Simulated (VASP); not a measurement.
# CdF2: F into a neighbouring F vacancy, part 2 of 2

Wanted: the minimum-energy path in CdF2 for this move: F into a neighbouring F vacancy. The start is a cell from a database of measured crystal structures.

VASP 6.6.1; PBEsol; plane waves and PAW (Cd, F).

So far. Step 3 (Relax the start): The run ended after 14 ionic steps, 0.990 eV below its first step, once the forces on the free atoms met EDIFFG = -0.05. Step 4 (Relax the end): The run ended after 14 ionic steps, 1.060 eV below its first step, once the forces on the free atoms met EDIFFG = -0.05.

### Step 5. Nudged elastic band

Images on a straight line between the ends relax across the path, while springs keep them spaced along it.

This cell carries charge +1, set by NELECT and balanced by a uniform background.

Input file INCAR:

```
SYSTEM = Cd12F23
PREC = Normal
ENCUT = 400
EDIFF = 1E-05
NELM = 120
ISMEAR = 0
SIGMA = 0.05
LREAL = Auto
ALGO = Fast
GGA = PS
NELECT = 304
LWAVE = .FALSE.
LCHARG = .FALSE.
NCORE = 2
IMAGES = 3
SPRING = -5
IBRION = 1
POTIM = 0.3
NSW = 50
EDIFFG = -0.05
ISYM = 0
ISIF = 0
```

Input file POSCAR:

```
Cd12F23
1.0
    0.0000000000      5.3970555238      5.3970555238
    5.3970555238      0.0000000000      5.3970555238
    8.0955832857      8.0955832857      0.0000000000
Cd F
12 23
Direct
    0.9993115709      0.9994045171      0.0022025150
    0.0036134948      0.0037139101      0.3266675623
    0.0014009554      0.0015503814      0.6650944267
    0.9975124694      0.4977792857      0.0022219565
    0.9847906919      0.5043846585      0.3377773323
    0.0040366381      0.4987937711      0.6634535292
    0.4976833126      0.9972577414      0.0022893536
    0.5042567870      0.9847332913      0.3379041951
    0.4987364510      0.0041498921      0.6635048895
    0.5091840721      0.5091402053      0.9824232548
    0.5044156625      0.5042845282      0.3376811387
    0.4964658572      0.4966093388      0.6717230174
    0.3727670021      0.3729056940      0.5890029357
    0.3745219501      0.3741867155      0.9135238244
    0.3764389422      0.8737551949      0.2497714824
    0.3728318033      0.8730762043      0.5856514810
    0.3743085098      0.8790224769      0.9140709189
    0.8737580607      0.3764335752      0.2498171844
    0.8728573306      0.3729901940      0.5857031864
    0.8791778532      0.3745789457      0.9139635368
    0.8742897380      0.8742500082      0.2503509675
    0.8852790231      0.8850756212      0.5642691470
    0.8619222725      0.8620681177      0.9417429024
    0.1248851908      0.1250119785      0.0836258210
    0.1469074820      0.1471299880      0.4014928863
    0.1192151672      0.1189832795      0.7537425392
    0.1494258777      0.6013696366      0.0972136978
    0.1466377598      0.6022744073      0.4040476017
    0.1124338342      0.6354865419      0.7513097320
    0.6016389787      0.1493868724      0.0973175252
    0.6023591316      0.1464478271      0.4041439756
    0.6353157948      0.1123193323      0.7513266034
    0.6020185705      0.6020561508      0.0975961498
    0.6208478006      0.6209146182      0.4240693610
    0.6335534295      0.6338537245      0.7398629337
```

Input file KPOINTS:

```
Automatic mesh
0
Gamma
2 2 1
0 0 0
```

Input file 00/POSCAR:

```
Cd12F23
1.0
    0.0000000000      5.3970555238      5.3970555238
    5.3970555238      0.0000000000      5.3970555238
    8.0955832857      8.0955832857      0.0000000000
Cd F
12 23
Direct
    0.9993115709      0.9994045171      0.0022025150
    0.0036134948      0.0037139101      0.3266675623
    0.0014009554      0.0015503814      0.6650944267
    0.9975124694      0.4977792857      0.0022219565
    0.9847906919      0.5043846585      0.3377773323
    0.0040366381      0.4987937711      0.6634535292
    0.4976833126      0.9972577414      0.0022893536
    0.5042567870      0.9847332913      0.3379041951
    0.4987364510      0.0041498921      0.6635048895
    0.5091840721      0.5091402053      0.9824232548
    0.5044156625      0.5042845282      0.3376811387
    0.4964658572      0.4966093388      0.6717230174
    0.3727670021      0.3729056940      0.5890029357
    0.3745219501      0.3741867155      0.9135238244
    0.3764389422      0.8737551949      0.2497714824
    0.3728318033      0.8730762043      0.5856514810
    0.3743085098      0.8790224769      0.9140709189
    0.8737580607      0.3764335752      0.2498171844
    0.8728573306      0.3729901940      0.5857031864
    0.8791778532      0.3745789457      0.9139635368
    0.8742897380      0.8742500082      0.2503509675
    0.8852790231      0.8850756212      0.5642691470
    0.8619222725      0.8620681177      0.9417429024
    0.1248851908      0.1250119785      0.0836258210
    0.1469074820      0.1471299880      0.4014928863
    0.1192151672      0.1189832795      0.7537425392
    0.1494258777      0.6013696366      0.0972136978
    0.1466377598      0.6022744073      0.4040476017
    0.1124338342      0.6354865419      0.7513097320
    0.6016389787      0.1493868724      0.0973175252
    0.6023591316      0.1464478271      0.4041439756
    0.6353157948      0.1123193323      0.7513266034
    0.6020185705      0.6020561508      0.0975961498
    0.6208478006      0.6209146182      0.4240693610
    0.6335534295      0.6338537245      0.7398629337
```

Input file 01/POSCAR:

```
Cd12F23
1.0
    0.0000000000      5.3970555238      5.3970555238
    5.3970555238      0.0000000000      5.3970555238
    8.0955832857      8.0955832857      0.0000000000
Cd F
12 23
Direct
    1.0000716240      1.0003740481      0.0005305572
    0.0013199065      0.0016153499      0.3273824474
   -0.0015996568     -0.0011848047      0.6699959537
    0.9980870219      0.4972470535      0.0026398366
    0.9873215008      0.5069832888      0.3356763801
    0.0032332660      0.4995820976      0.6639589164
    0.4969213166      0.9981606432      0.0026922399
    0.5067840859      0.9873897394      0.3357727797
    0.4994254902      0.0035688352      0.6639362742
    0.5061913191      0.5063924230      0.9874475516
    0.5020329323      0.5022737626      0.3384288176
    0.4971057924      0.4975016288      0.6701376765
    0.3730046113      0.3733261155      0.5876338476
    0.3757269509      0.3757667901      0.9136209597
    0.3703936058      0.8796443314      0.2531436118
    0.3669307513      0.8792290367      0.5817406096
    0.3773379376      0.8753229440      0.9145278932
    0.8794968275      0.3705913608      0.2530959091
    0.8789137015      0.3672888908      0.5817829598
    0.8752104917      0.3776970166      0.9145311650
    0.8752207832      0.8753456432      0.2485757450
    0.8880082481      0.8880734096      0.5656591362
    0.8627440486      0.8630741344      0.9380833314
    0.1251543716      0.1254589088      0.0822576070
    0.1982671067      0.1985731107      0.3674830812
    0.1204842046      0.1205182753      0.7537435303
    0.1434853599      0.6077496585      0.0933249762
    0.1405514086      0.6081483678      0.4074248249
    0.1153262685      0.6316881222      0.7518165840
    0.6076959530      0.1436727220      0.0933821760
    0.6080380108      0.1406687811      0.4074785924
    0.6313649368      0.1155552144      0.7518358618
    0.6048231281      0.6052972720      0.0989876299
    0.6217949754      0.6220007867      0.4222888370
    0.6342582308      0.6347425655      0.7363498749
```

Input file 02/POSCAR:

```
Cd12F23
1.0
    0.0000000000      5.3970555238      5.3970555238
    5.3970555238      0.0000000000      5.3970555238
    8.0955832857      8.0955832857      0.0000000000
Cd F
12 23
Direct
    1.0008316772      1.0013435791     -0.0011414006
   -0.0009736818     -0.0004832104      0.3280973326
   -0.0046002691     -0.0039199909      0.6748974808
    0.9986615744      0.4967148214      0.0030577167
    0.9898523096      0.5095819190      0.3335754279
    0.0024298940      0.5003704240      0.6644643037
    0.4961593207      0.9990635450      0.0030951262
    0.5093113848      0.9900461875      0.3336413642
    0.5001145294      0.0029877782      0.6643676588
    0.5031985661      0.5036446407      0.9924718485
    0.4996502021      0.5002629970      0.3391764965
    0.4977457276      0.4983939188      0.6685523357
    0.3732422205      0.3737465370      0.5862647595
    0.3769319518      0.3773468648      0.9137180950
    0.3643482694      0.8855334679      0.2565157412
    0.3610296993      0.8853818691      0.5778297382
    0.3803673655      0.8716234111      0.9149848676
    0.8852355943      0.3647491464      0.2563746338
    0.8849700724      0.3615875877      0.5778627331
    0.8712431302      0.3808150876      0.9150987932
    0.8761518283      0.8764412781      0.2468005226
    0.8907374731      0.8910711981      0.5670491253
    0.8635658246      0.8640801512      0.9344237604
    0.1254235523      0.1259058392      0.0808893930
    0.2496267315      0.2500162334      0.3334732760
    0.1217532420      0.1220532712      0.7537445214
    0.1375448421      0.6141296804      0.0894362546
    0.1344650574      0.6140223284      0.4108020480
    0.1182187028      0.6278897024      0.7523234360
    0.6137529274      0.1379585715      0.0894468268
    0.6137168899      0.1348897351      0.4108132093
    0.6274140788      0.1187910964      0.7523451202
    0.6076276858      0.6085383933      0.1003791100
    0.6227421502      0.6230869552      0.4205083131
    0.6349630321      0.6356314065      0.7328368161
```

Input file 03/POSCAR:

```
Cd12F23
1.0
    0.0000000000      5.3970555238      5.3970555238
    5.3970555238      0.0000000000      5.3970555238
    8.0955832857      8.0955832857      0.0000000000
Cd F
12 23
Direct
    1.0015917304      1.0023131101     -0.0028133583
   -0.0032672701     -0.0025817706      0.3288122177
   -0.0076008813     -0.0066551770      0.6797990078
    0.9992361269      0.4961825892      0.0034755968
    0.9923831184      0.5121805492      0.3314744757
    0.0016265219      0.5011587504      0.6649696910
    0.4953973248      0.9999664468      0.0034980125
    0.5118386838      0.9927026356      0.3315099488
    0.5008035687      0.0024067212      0.6647990435
    0.5002058131      0.5008968584      0.9974961454
    0.4972674719      0.4982522314      0.3399241753
    0.4983856628      0.4992862089      0.6669669948
    0.3734798297      0.3741669586      0.5848956715
    0.3781369527      0.3789269394      0.9138152303
    0.3583029330      0.8914226044      0.2598878707
    0.3551286474      0.8915347015      0.5739188668
    0.3833967933      0.8679238782      0.9154418419
    0.8909743611      0.3589069319      0.2596533585
    0.8910264434      0.3558862846      0.5739425065
    0.8672757688      0.3839331586      0.9156664214
    0.8770828734      0.8775369130      0.2450253002
    0.8934666981      0.8940689866      0.5684391145
    0.8643876007      0.8650861680      0.9307641895
    0.1256927330      0.1263527696      0.0795211789
    0.3009863562      0.3014593560      0.2994634709
    0.1230222795      0.1235882670      0.7537455126
    0.1316043243      0.6205097023      0.0855475331
    0.1283787061      0.6198962890      0.4141792712
    0.1211111372      0.6240912827      0.7528302880
    0.6198099018      0.1322444210      0.0855114776
    0.6193957690      0.1291106891      0.4141478262
    0.6234632209      0.1220269785      0.7528543787
    0.6104322434      0.6117795146      0.1017705900
    0.6236893249      0.6241731236      0.4187277891
    0.6356678335      0.6365202476      0.7293237572
```

Input file 04/POSCAR:

```
Cd12F23
1.0
    0.0000000000      5.3970555238      5.3970555238
    5.3970555238      0.0000000000      5.3970555238
    8.0955832857      8.0955832857      0.0000000000
Cd F
12 23
Direct
    1.0023517835      1.0032826411     -0.0044853161
   -0.0055608584     -0.0046803309      0.3295271029
   -0.0106014936     -0.0093903632      0.6847005348
    0.9998106794      0.4956503570      0.0038934769
    0.9949139273      0.5147791795      0.3293735235
    0.0008231499      0.5019470769      0.6654750782
    0.4946353288      1.0008693486      0.0039008988
    0.5143659827      0.9953590837      0.3293785334
    0.5014926079      0.0018256643      0.6652304282
    0.4972130601      0.4981490761      1.0025204422
    0.4948847417      0.4962414658      0.3406718542
    0.4990255980      0.5001784989      0.6653816539
    0.3737174389      0.3745873801      0.5835265834
    0.3793419535      0.3805070141      0.9139123656
    0.3522575966      0.8973117409      0.2632600001
    0.3492275954      0.8976875339      0.5700079954
    0.3864262211      0.8642243453      0.9158988162
    0.8967131279      0.3530647175      0.2629320832
    0.8970828143      0.3501849814      0.5700222799
    0.8633084073      0.3870512295      0.9162340496
    0.8780139186      0.8786325480      0.2432500777
    0.8961959231      0.8970667750      0.5698291036
    0.8652093768      0.8660921847      0.9271046185
    0.1259619138      0.1267996999      0.0781529649
    0.3523459809      0.3529024787      0.2654536658
    0.1242913169      0.1251232628      0.7537465037
    0.1256638065      0.6268897242      0.0816588115
    0.1222923549      0.6257702495      0.4175564944
    0.1240035715      0.6202928630      0.7533371400
    0.6258668761      0.1265302706      0.0815761284
    0.6250746482      0.1233316431      0.4174824430
    0.6195123629      0.1252628606      0.7533636371
    0.6132368010      0.6150206358      0.1031620701
    0.6246364997      0.6252592921      0.4169472652
    0.6363726348      0.6374090886      0.7258106984
```

PAW data sets: Cd and F (PBE family, release 64).

On the command line:

```
$ mpirun -np 6 vasp_std
```

Elapsed: 19 min, on 6 MPI ranks of AMD EPYC 7R13 (Zen 3), shared host; peak memory 1.5 GiB.

Images along the path:

```tsv
image	path (A)	energy (eV)	F25: x, y, z (Å)
0	0.000	0.0000	4.044, 4.043, 1.587
1	0.634	0.1609	4.034, 4.032, 2.104
2	1.265	0.3316	4.048, 4.046, 2.698
3	1.897	0.1583	4.065, 4.062, 3.290
4	2.532	0.0010	4.054, 4.051, 3.806
```

This step gave:

```yaml
electronic_cycles: 71
path_length_all_atoms_rigid_shifts_included: 2.532 Å
barrier: 0.3316 eV
barrier_in_the_reverse_direction: 0.3307 eV
barrier_from_a_spline_through_the_images: 0.3316 eV
reaction_energy: 9.50e-4 eV
```

What the program prints for this run, and its count of cycles, belong to image 1; the force that counts for the threshold is the band's, across the path.

### Step 6. Outcome

| Property | Result |
| --- | --- |
| hop | F into a neighbouring F vacancy |
| barrier | 0.332 eV |
| barrier in the reverse direction | 0.331 eV |
| barrier from a spline through the images | 0.332 eV |
| reaction energy | 9.5e-4 eV |
| path length (all atoms, rigid shifts included) | 2.53 Å |

In words: The barrier is 0.33 eV forwards and 0.33 eV backwards. With an attempt frequency of 10¹³ per second, taken as a typical value, this barrier gives about 10^7 hops a second at 300 K. Both ends are alike and an image sits at the midpoint, which is the saddle if the path is symmetric. The band met its force threshold after 11 steps. Cell and mesh are small and were not tested. The band started on a straight line, so other routes may lie lower.

[Lines on the potential files, build, host, timing and source positions are cut from VASP's logs without a mark.]

[Logs are printed without paths, hosts, clocks, repeated set-up lines and the standing remarks that a program may print on its own settings, such as how far it seeks lower states.]

[Hosts, paths, dates, database ids (printed as entryN), source tags and the programs' standing remarks are cut or masked in the printed files.]

[Runs that stopped without an error message from VASP are left out.]
